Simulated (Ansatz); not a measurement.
This Ansatz 0.2.0 run on NbP needs a look.

The input input.yaml:

```yaml
crystal:
  lattice:
    - [-1.6749232544, 1.6749232544, 5.7401081759]
    - [1.6749232544, -1.6749232544, 5.7401081759]
    - [1.6749232544, 1.6749232544, -5.7401081759]
  atoms:
    - { symbol: Nb, position: [0.2498808, 0.7498808, 0.5] }
    - { symbol: Nb, position: [0.4998808, 0.4998808, 0.0] }
    - { symbol: P, position: [0.83274777, 0.33274777, 0.5] }
    - { symbol: P, position: [0.08274777, 0.08274777, 0.0] }
hamiltonian:
  xc: pbesol
  pseudopotentials: { kind: paw }
kpoints:
  mp_grid: { grid: [11, 11, 11] }
  band_path:
    path:
      - [[0.0, 0.0, 0.0], [-0.5, 0.5, 0.0], [-0.5, 0.5, -0.0425715708], [-0.2712857854, 0.2712857854, -0.2712857854], [0.0, 0.0, 0.0], [0.5, 0.5, -0.5], [0.2712857854, 0.7287142146, -0.7287142146], [0.0, 0.5, -0.5], [-0.25, 0.75, -0.25], [0.0425715708, 0.9574284292, -0.5], [0.5, 0.5, -0.5]]
      - [[-0.5, 0.5, 0.0], [-0.25, 0.75, -0.25]]
    npoints: 14
scf:
  n_extra_bands: 10
  max_iter: 80
output:
  forces: true
  stress: true
  eigenvalues: true
  fatbands: false
```

Potentials or basis: Ansatz PAW.

Launch:

```console
$ ansatz run input.yaml --threads 2 --pin off --max-ram 5632MiB --backend cpu --events-out ev --progress --plain --runs-dir out
```

Output:

```text
Error: YAML parse error: `scf.occupations.method` is required: fixed only where the cell keeps a band gap throughout the run, explicit beside scf.occupations.values (under evaluate: without them), else a smearing such as fermi_dirac (scf.occupations.width is optional; its entry in the input reference gives the default)
```

How did it end, and where is the flaw?

The input was rejected before any iteration. The input holds a flaw that was put in on purpose: no occupation method (scf.occupations = left out).

A sound run on the same cell differs in these lines of the main input:
```diff
@@ -21,0 +22 @@
+  occupations: { method: fermi_dirac, width: 0.05 }
@@ -23 +23,0 @@
-  max_iter: 80
@@ -28 +28 @@
-  fatbands: false
+  fatbands: true
```
